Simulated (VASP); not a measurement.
# SnS2 (P-3m1) in VASP: notebook

The runs below take SnS2 through relaxation of the atoms, with PBE+D3(BJ), optB88-vdW, LDA, rev-vdW-DF2.

Everything below comes from runs of VASP 6.6.1. Logs are shortened: lines on timing, memory, paths and dates and some standing lists are left out, and cuts for length are marked.

## (1) Starting point

Symmetry: P-3m1, No. 164, trigonal system. The conventional cell has a = 3.639 Å, b = 3.639 Å, c = 5.575 Å, α = 90.00°, β = 90.00°, γ = 120.00°. Sn (site symmetry -3m) is surrounded by 6 S at 2.56 Å. S (site symmetry 3m) has 3 Sn at 2.56 Å as nearest neighbours.

## (2) Relaxation of the atoms, PBE+D3(BJ)

File INCAR:

```
PREC = Accurate ; ENCUT = 520
EDIFF = 1E-7 ; ISMEAR = 0
SIGMA = 0.05 ; LREAL = False
LASPH = True ; NELM = 60
ALGO = Normal ; ISIF = 2
LWAVE = False ; LCHARG = False
GGA = PE ; IVDW = 12
IBRION = 2 ; NSW = 40
EDIFFG = -0.02 ; KPAR = 2
```

File KPOINTS:

```
regular mesh
0
Gamma
  10 10 6
```

File POSCAR:

```
SnS2
1.0
    3.6390000000      0.0000000000      0.0000000000
   -1.8195000000      3.1514664400      0.0000000000
    0.0000000000      0.0000000000      5.5746000000
Sn S
1 2
Direct
    0.0000000000      0.0000000000      0.0000000000
    0.3333333300      0.6666666700      0.2631578900
    0.6666666700      0.3333333300      0.7368421100
```

Potentials or basis: VASP PAW PBE potentials, release 64 (Sn_d, S).

Started as:

```
> cat potpaw_PBE.64/Sn_d/POTCAR potpaw_PBE.64/S/POTCAR > POTCAR
> mpirun -np 2 vasp_std > vasp.out
```

OUTCAR:

```text
PREC = Accurate
   ENCUT = 520
   EDIFF = 1E-7
   ISMEAR = 0
   LREAL = False
   LASPH = True
   NELM = 60
   ISIF = 2
   GGA = PE
   IVDW = 12
   IBRION = 2
   NSW = 40
   EDIFFG = -0.02
 IVDW          = 12

 ion  position               nearest neighbor table
   1  0.000  0.000  0.000-   2 2.56   3 2.56   2 2.56   3 2.56   3 2.56   2 2.56
   2  0.333  0.667  0.263-   1 2.56   1 2.56   1 2.56
   3  0.667  0.333  0.737-   1 2.56   1 2.56   1 2.56

  LATTYP: Found a hexagonal cell.
 ALAT       =     3.6390000000
 C/A-ratio  =     1.5319043693

  Lattice vectors:

 A1 = (   3.6390000000,   0.0000000000,   0.0000000000)
 A2 = (  -1.8195000000,   3.1514664400,   0.0000000000)
 A3 = (   0.0000000000,   0.0000000000,   5.5746000000)

Analysis of symmetry for initial positions (statically):
=====================================================================
 Subroutine PRICEL returns:
 Original cell was already a primitive cell.

 Routine SETGRP: Setting up the symmetry group for a
 hexagonal supercell.

 Subroutine GETGRP returns: Found 12 space group operations
 (whereof 12 operations were pure point group operations)
 out of a pool of 24 trial point group operations.

The static configuration has the point symmetry D_3d.

Analysis of symmetry for dynamics (positions and initial velocities):
=====================================================================
 Subroutine PRICEL returns:
 Original cell was already a primitive cell.

 Routine SETGRP: Setting up the symmetry group for a
 hexagonal supercell.

 Subroutine GETGRP returns: Found 12 space group operations
 (whereof 12 operations were pure point group operations)
 out of a pool of 24 trial point group operations.

The dynamic configuration has the point symmetry D_3d.

 Subroutine INISYM returns: Found 12 space group operations
 (whereof 12 operations are pure point group operations),
 and found     1 'primitive' translations

----------------------------------------------------------------------------------------

                                     Primitive cell

  volume of cell :      63.9306

  direct lattice vectors                    reciprocal lattice vectors
     3.639000000  0.000000000  0.000000000     0.274800769  0.158656298  0.000000000
    -1.819500000  3.151466440  0.000000000     0.000000000  0.317312597  0.000000000
     0.000000000  0.000000000  5.574600000     0.000000000  0.000000000  0.179385068

  length of vectors
     3.639000000  3.638999996  5.574600000     0.317312597  0.317312597  0.179385068

  position of ions in fractional coordinates (direct lattice)
     0.000000000  0.000000000  0.000000000
     0.333333330  0.666666670  0.263157890
     0.666666670  0.333333330  0.736842110

  ion indices of the primitive-cell ions
   primitive index   ion index
                 1           1
                 2           2
                 3           3

----------------------------------------------------------------------------------------

 KPOINTS: regular mesh

Automatic generation of k-mesh.
 Grid dimensions read from file:
 generate k-points for:   10   10    6

 Generating k-lattice:

  Cartesian coordinates                     Fractional coordinates (reciprocal lattice)
     0.027480077  0.015865630  0.000000000     0.100000000 -0.000000000  0.000000000
     0.000000000  0.031731260  0.000000000     0.000000000  0.100000000  0.000000000
     0.000000000  0.000000000  0.029897511     0.000000000  0.000000000  0.166666667

  Length of vectors
     0.031731260  0.031731260  0.029897511

  Shift w.r.t. Gamma in fractional coordinates (k-lattice)
     0.000000000  0.000000000  0.000000000

 Subroutine IBZKPT returns following result:
 ===========================================

 Found     72 irreducible k-points:

 Following reciprocal coordinates:
            Coordinates               Weight
  0.000000  0.000000  0.000000      1.000000
  0.100000 -0.000000  0.000000      6.000000
  0.200000 -0.000000  0.000000      6.000000
  0.300000  0.000000  0.000000      6.000000
  0.400000  0.000000  0.000000      6.000000
  0.500000 -0.000000  0.000000      3.000000
[... 16 lines left out ...]
  0.000000  0.400000  0.166667      6.000000
  0.500000 -0.000000  0.166667      6.000000
 [... further k-points ...]
   k-points           NKPTS =     72   k-points in BZ     NKDIM =     72   number of bands    NBANDS=     17
   number of dos      NEDOS =    301   number of ions     NIONS =      3
   total plane-waves  NPLWV =  32928
   dimension x,y,z NGX =    28 NGY =   28 NGZ =   42
   dimension x,y,z NGXF=    56 NGYF=   56 NGZF=   84
   ions per type =               1   2
   NGX,Y,Z   is equivalent  to a cutoff of  12.79, 12.79, 12.53 a.u.
   NGXF,Y,Z  is equivalent  to a cutoff of  25.58, 25.58, 25.05 a.u.
 SYSTEM =  unknown system
   PREC   = accura    normal or accurate (medium, high low for compatibility)
   ISTART =      0    job   : 0-new  1-cont  2-samecut
   ICHARG =      2    charge: 1-file 2-atom 10-const
   ISPIN  =      1    spin polarized calculation?
   LNONCOLLINEAR =      F non collinear calculations
   LSORBIT =      F    spin-orbit coupling
   LASPH  =      T    aspherical Exc in radial PAW
   ENCUT  =  520.0 eV  38.22 Ry    6.18 a.u.   6.77  6.77 10.37*2*pi/ulx,y,z
   NELM   =     60;   NELMIN=  2; NELMDL= -5     # of ELM steps
   EDIFF  = 0.1E-06   stopping-criterion for ELM
   LREAL  =      F    real-space projection
   EDIFFG = -.2E-01   stopping-criterion for IOM
   NSW    =     40    number of steps for IOM
   IBRION =      2    ionic relax: 0-MD 1-quasi-New 2-CG
   NFREE  =      1    steps in history (QN), initial steepest desc. (CG)
   ISIF   =      2    stress and relaxation
   ISYM   =      2    0-nonsym 1-usesym 2-fastsym
   POTIM  = 0.5000    time-step for ionic-motion
   TEBEG  =    0.0;   TEEND  =   0.0 temperature during run
   PSTRESS=    0.0 pullay stress
   NELECT =      26.0000    total number of electrons
   NUPDOWN=      -1.0000    fix difference up-down
   EMIN   =  10.00;   EMAX   =-10.00  energy-range for DOS
   EFERMI =   0.00;   METHOD = LEGACY
   ISMEAR =     0;   SIGMA  =   0.05  broadening in eV -4-tet -1-fermi 0-gaus
   EFERMI_NEDOS =   21; number of points for ismear=-14 and -15
   IALGO  =     38    algorithm
   IMIX   =      4    mixing-type and parameters
     AMIX     =   0.40;   BMIX     =  1.00
     AMIX_MAG =   1.60;   BMIX_MAG =  1.00
  volume/ion in A,a.u.               =      21.31       143.81
  Fermi-wavevector in a.u.,A,eV,Ry     =   1.212913  2.292074 20.016332  1.471159
  Thomas-Fermi vector in A             =   2.348382
   LORBIT       =      0    0 simple, 1 ext, 2 COOP (PROOUT), +10 PAW based schemes
   GGA     = PE    functional components
   LHFCALC =     F    Hartree Fock is set to
   AEXX    =    0.0000 exact exchange contribution
   IVDW    =    12    specifies the selected vdW correction
   LEPSILON=     F    determine dielectric tensor
   LRPA    =     F    only Hartree local field effects (RPA)
 conjugate gradient relaxation of ions
 non-spin polarized calculation
 Gauss-broadening in eV      SIGMA  =   0.05
  energy-cutoff  :      520.00
  volume of cell :       63.93
 maximum number of plane-waves:      1752
 NGX is ok and might be reduce to    28
   NGX = 13   NGY = 13   NGZ = 21

--------------------------------------- Ionic step        1  -------------------------------------------

 number of electron      26.0000012 magnetization

 Free energy of the ion-electron system (eV)
  ---------------------------------------------------
  ext. energy  EPLUGINS =         0.00000000
  ---------------------------------------------------
  free energy    TOTEN  =       -13.06800010 eV

  energy without entropy =      -13.06800010  energy(sigma->0) =      -13.06800010

------------------------ aborting loop because EDIFF is reached ----------------------------------------

 Edisp (eV)   -1.04786

 E8    (eV) :    -0.4287

  FORCE on cell =-STRESS in cart. coord.  units (eV):
  Direction    XX          YY          ZZ          XY          YZ          ZX
  --------------------------------------------------------------------------------------
  -------------------------------------------------------------------------------------
  Total       0.97540     0.97540     1.07441    -0.00000     0.00000    -0.00000
  in kB      24.44461    24.44461    26.92594    -0.00000     0.00000    -0.00000
  external pressure =       25.27 kB  Pullay stress =        0.00 kB
[... 63 lines left out ...]
  energy  without entropy=      -14.1170392130  energy(sigma->0) =      -14.11703921

--------------------------------------- Ionic step        3  -------------------------------------------

 number of electron      26.0000012 magnetization

 Free energy of the ion-electron system (eV)
  ---------------------------------------------------
  ext. energy  EPLUGINS =         0.00000000
  ---------------------------------------------------
  free energy    TOTEN  =       -13.06911216 eV

  energy without entropy =      -13.06911216  energy(sigma->0) =      -13.06911216

 E-fermi :   5.9860     XC(G=0):  -9.9850

 val. band max:        5.7306313768   @ k =   0.1000  -0.0000   0.0000
 cond. band min:       6.7874475248   @ k =   0.0000   0.4000   0.3333
 fundamental gap:      1.0568161480
 Fermi energy:         5.9859929038

 k-point     1 :       0.0000    0.0000    0.0000
  band No.  band energies     occupation
      1     -15.5189      2.00000
      2     -15.5189      2.00000
      3     -15.4757      2.00000
      4     -15.4472      2.00000
      5     -15.4472      2.00000
      6      -8.5128      2.00000
[... 9 lines left out ...]
     16      10.9559      0.00000
     17      10.9559      0.00000
[... 443 lines left out ...]
      1     -15.5998      2.00000
      2     -15.4873      2.00000
      3     -15.4847      2.00000
      4     -15.4161      2.00000
      5     -15.4116      2.00000
      6      -6.5194      2.00000
[... 9 lines left out ...]
     16      11.5379      0.00000
     17      11.5735      0.00000

 [... further k-points ...]

------------------------ aborting loop because EDIFF is reached ----------------------------------------

 Edisp (eV)   -1.04818

 E8    (eV) :    -0.4289

  FORCE on cell =-STRESS in cart. coord.  units (eV):
  Direction    XX          YY          ZZ          XY          YZ          ZX
  --------------------------------------------------------------------------------------
  -------------------------------------------------------------------------------------
  Total       0.83092     0.83092     0.75311     0.00000     0.00000    -0.00000
  in kB      20.82387    20.82387    18.87393     0.00000     0.00000    -0.00000
  external pressure =       20.17 kB  Pullay stress =        0.00 kB
[... 18 lines left out ...]
  FREE ENERGIE OF THE ION-ELECTRON SYSTEM (eV)
  ---------------------------------------------------
  free  energy   TOTEN  =       -14.1172909315 eV

  energy  without entropy=      -14.1172909315  energy(sigma->0) =      -14.11729093

 reached required accuracy - stopping structural energy minimisation
```

Wall time 50 s (2 MPI ranks of AMD EPYC 9R45 (Zen 5), shared host); peak memory 0.21 GiB.

Results:

| Quantity | Value |
| --- | --- |
| Free energy | -14.1173 eV |
| Energy gained by relaxing | 0.5 meV/atom |
| Ionic steps | 3 |
| Pressure after relaxing | 2.0 GPa |
| Largest force after relaxing | 0.003 eV/Å |
| Band gap on the k mesh | 1.06 eV, indirect (least direct gap 1.64 eV) |
| Dispersion energy per atom | -0.349 eV |

Forces on the atoms (eV/Å):
```
Sn   0.000  0.000  0.000
S    0.000  0.000 -0.003
S    0.000  0.000  0.003
```

Stress tensor (GPa, compression positive):
```
2.08 0.00 0.00
0.00 2.08 0.00
0.00 0.00 1.89
```

Step by step:
| step | energy change (eV) | largest force (eV/Å) | pressure (GPa) |
| --- | --- | --- | --- |
| 1 | 0.0000 | 0.1314 | 2.53 |
| 2 | -0.0012 | 0.0552 | 2.24 |
| 3 | -0.0014 | 0.0032 | 2.02 |

Final structure:
```cif
data_structure
_symmetry_space_group_name_H-M 'P 1'
_symmetry_Int_Tables_number 1
_cell_length_a 3.6390
_cell_length_b 3.6390
_cell_length_c 5.5746
_cell_angle_alpha 90.000
_cell_angle_beta 90.000
_cell_angle_gamma 120.000
_cell_volume 63.93
loop_
_atom_site_label
_atom_site_type_symbol
_atom_site_fract_x
_atom_site_fract_y
_atom_site_fract_z
_atom_site_occupancy
Sn1 Sn 0.00000 0.00000 0.00000 1
S1 S 0.33333 0.66667 0.26517 1
S2 S 0.66667 0.33333 0.73483 1
```

Levels at points of the mesh, in eV from the valence-band top:
| k point | band 11 | band 12 | band 13 | band 14 | band 15 | band 16 |
| --- | --- | --- | --- | --- | --- | --- |
| (0.00, 0.00, 0.00) | -0.76 | -0.76 | -0.01 | 1.63 | 3.34 | 5.23 |
| (0.50, 0.00, 0.00) | -2.94 | -1.65 | -0.50 | 1.60 | 4.16 | 5.39 |
| (0.00, 0.00, 0.50) | -1.10 | -0.49 | -0.49 | 3.05 | 3.46 | 4.78 |
| (0.50, 0.00, 0.50) | -1.98 | -1.14 | -1.13 | 1.31 | 4.35 | 5.16 |

Caveat: spin-orbit coupling is left out, which moves the levels of the heavy elements. A k mesh can miss the band edges.

## (3) Relaxation of the atoms, optB88-vdW

File INCAR:

```
  AGGAC = 0.0
  ALGO = Normal
  EDIFF = 1E-6
  EDIFFG = -0.01
  ENCUT = 520
  GGA = BO
  IBRION = 2
  ISIF = 2
  ISMEAR = 0
  KPAR = 2
  LASPH = True
  LCHARG = False
  LREAL = False
  LUSE_VDW = True
  LWAVE = False
  NELM = 80
  NSW = 40
  PARAM1 = 0.1833333333
  PARAM2 = 0.22
  PREC = Accurate
  SIGMA = 0.05
```

File KPOINTS:

```
k-points
0
Gamma
  10 10 6
```

POSCAR is that of step 2.

Potentials or basis: VASP PAW PBE potentials, release 64 (Sn_d, S).

Started as:

```
> cat potpaw_PBE.64/Sn_d/POTCAR potpaw_PBE.64/S/POTCAR > POTCAR
> mpirun -np 2 vasp_std > vasp.out
```

OUTCAR:

```text
EDIFF = 1E-6
   EDIFFG = -0.01
   ENCUT = 520
   GGA = BO
   IBRION = 2
   ISIF = 2
   ISMEAR = 0
   LASPH = True
   LREAL = False
   NELM = 80
   NSW = 40
   PREC = Accurate

 ion  position               nearest neighbor table
   1  0.000  0.000  0.000-   2 2.56   3 2.56   2 2.56   3 2.56   3 2.56   2 2.56
   2  0.333  0.667  0.263-   1 2.56   1 2.56   1 2.56
   3  0.667  0.333  0.737-   1 2.56   1 2.56   1 2.56

  LATTYP: Found a hexagonal cell.
 ALAT       =     3.6390000000
 C/A-ratio  =     1.5319043693

  Lattice vectors:

 A1 = (   3.6390000000,   0.0000000000,   0.0000000000)
 A2 = (  -1.8195000000,   3.1514664400,   0.0000000000)
[... 260 lines left out ...]

 number of electron      26.0000011 magnetization

 Free energy of the ion-electron system (eV)
  ---------------------------------------------------
  ext. energy  EPLUGINS =         0.00000000
  ---------------------------------------------------
  free energy    TOTEN  =        -6.83428042 eV

  energy without entropy =       -6.83428042  energy(sigma->0) =       -6.83428042

 E-fermi :   5.8750     XC(G=0): -10.0534

 val. band max:        5.6176906403   @ k =   0.1000  -0.0000   0.0000
 cond. band min:       6.5660044872   @ k =   0.0000   0.4000   0.3333
 fundamental gap:      0.9483138468
 Fermi energy:         5.8750473326

 k-point     1 :       0.0000    0.0000    0.0000
  band No.  band energies     occupation
      1     -15.6922      2.00000
      2     -15.6922      2.00000
      3     -15.6401      2.00000
      4     -15.6165      2.00000
      5     -15.6165      2.00000
      6      -8.5841      2.00000
[... 457 lines left out ...]
      4     -15.5858      2.00000
      5     -15.5831      2.00000
      6      -6.6037      2.00000
[... 9 lines left out ...]
     16      11.3760      0.00000
     17      11.4448      0.00000

 [... further k-points ...]
[... 5 lines left out ...]
  --------------------------------------------------------------------------------------
  -------------------------------------------------------------------------------------
  Total        1.8580082      1.8580082      1.3883278      0.0000000      0.0000000     -0.0000000
  in kB       46.5639436     46.5639435     34.7931832      0.0000000      0.0000000     -0.0000000
  external PRESSURE =      42.6403567 kB  Pullay stress =       0.0000000 kB
[... 22 lines left out ...]
  energy  without entropy=       -6.8342804176  energy(sigma->0) =       -6.83428042

Total vdW correction in eV:      4.0195006

 reached required accuracy - stopping structural energy minimisation
```

OSZICAR:

```text
N       E                     dE             d eps       ncg     rms          rms(c)
DAV:   1     0.209659158078E+03    0.20966E+03   -0.12855E+04  2491   0.187E+03
DAV:   2     0.142202028006E+02   -0.19544E+03   -0.19152E+03  2690   0.422E+02
[... 19 lines left out ...]
       N       E                     dE             d eps       ncg     rms          rms(c)
DAV:   1    -0.683333232453E+01   -0.25295E-03   -0.22021E-01  2456   0.218E+00    0.166E-01
DAV:   2    -0.683432522242E+01   -0.99290E-03   -0.11285E-02  3185   0.637E-01    0.616E-02
DAV:   3    -0.683429121268E+01    0.34010E-04   -0.15727E-04  3042   0.948E-02    0.447E-02
DAV:   4    -0.683428026139E+01    0.10951E-04   -0.71837E-05  3226   0.474E-02    0.169E-02
DAV:   5    -0.683428044864E+01   -0.18725E-06   -0.10553E-05  2786   0.216E-02    0.133E-02
DAV:   6    -0.683428041759E+01    0.31054E-07   -0.49999E-07  1869   0.568E-03
   3 F= -.68342804E+01 E0= -.68342804E+01  d E =-.687124E-02
```

Wall time 3.3 min (2 MPI ranks of Intel Xeon Platinum 8375C at 2.90GHz (Ice Lake), shared host); peak memory 0.42 GiB.

Results:

* Free energy: -6.8343 eV
* Energy gained by relaxing: 2.3 meV/atom
* Ionic steps: 3
* Pressure after relaxing: 4.3 GPa
* Band gap on the k mesh: 0.95 eV, indirect (least direct gap 1.50 eV)

Forces in eV/Å, atoms in the order of the input:
```
Sn   0.000  0.000  0.000
S    0.000  0.000  0.003
S    0.000  0.000 -0.003
```

The path:
```tsv
step	energy change (eV)	largest force (eV/Å)	pressure (GPa)
1	0.0000	0.2884	5.32
2	-0.0057	0.1194	4.68
3	-0.0069	0.0028	4.26
```

Final structure:
```
Sn S
1.0
     3.63900    0.00000    0.00000
    -1.81950    3.15147    0.00000
     0.00000    0.00000    5.57460
Sn S
1 2
Direct
  0.00000 0.00000 0.00000
  0.33333 0.66667 0.26742
  0.66667 0.33333 0.73258
```

Caveat: the PAW data sets were made with another functional, which shifts forces and pressure a little; spin-orbit coupling is left out, which moves the levels of the heavy elements. A k mesh can miss the band edges.

## (4) Relaxation of the atoms, LDA

File INCAR:

```
PREC = Accurate ; ENCUT = 520
EDIFF = 1E-6 ; ISMEAR = 0
SIGMA = 0.05 ; LREAL = F
LASPH = T ; NELM = 60
ALGO = Normal ; ISIF = 2
LWAVE = F ; LCHARG = F
IBRION = 2 ; NSW = 40
EDIFFG = -0.005 ; KPAR = 2
```

File KPOINTS:

```
Automatic mesh
0
Gamma
  10 10 6
```

POSCAR is that of step 3.

Potentials or basis: VASP PAW LDA potentials, release 64 (Sn_d, S).

Started as:

```
> cat potpaw_LDA.64/Sn_d/POTCAR potpaw_LDA.64/S/POTCAR > POTCAR
> mpirun -np 2 vasp_std > vasp.out
```

Run time: 56 s. Hardware: 2 MPI ranks of Intel Xeon Platinum 8259CL at 2.50GHz (Skylake/Cascade Lake), shared host; peak memory 0.19 GiB.

Results (log left out):

```
Free energy               : -15.0694 eV
Energy gained by relaxing : 0.1 meV/atom
Ionic steps               : 3
Pressure after relaxing   : 0.3 GPa
Band gap on the k mesh    : 0.93 eV, indirect (least direct gap 1.44 eV)
```

Stress tensor (GPa, compression positive):
```
0.07 0.00 0.00
0.00 0.07 0.00
0.00 0.00 0.67
```

Step by step:
| step | energy change (eV) | largest force (eV/Å) | pressure (GPa) |
| --- | --- | --- | --- |
| 1 | 0.0000 | 0.0612 | 0.05 |
| 2 | -0.0003 | 0.0274 | 0.17 |
| 3 | -0.0003 | 0.0007 | 0.27 |

Final structure:
```
Sn S
1.0
     3.63900    0.00000    0.00000
    -1.81950    3.15147    0.00000
     0.00000    0.00000    5.57460
Sn S
1 2
Direct
  0.00000 0.00000 0.00000
  0.33333 0.66667 0.26220
  0.66667 0.33333 0.73780
```

Levels at points of the mesh, in eV from the valence-band top:
```csv
k point,band 9,band 10,band 11,band 12,band 13,band 14,band 15,band 16,band 17
"(0.00, 0.00, 0.00)",-1.00,-1.00,-0.79,-0.79,0.00,1.44,3.08,5.03,5.03
"(0.50, 0.00, 0.00)",-4.70,-3.38,-3.05,-1.66,-0.53,1.45,3.96,5.26,5.48
"(0.00, 0.00, 0.50)",-2.54,-1.16,-1.16,-0.54,-0.54,2.87,3.21,4.59,4.59
"(0.50, 0.00, 0.50)",-5.46,-2.76,-2.02,-1.17,-1.15,1.20,4.18,5.03,6.14
```

Caveat: spin-orbit coupling is left out, which moves the levels of the heavy elements. A k mesh can miss the band edges.

(Part 1 of 2 ends here.)
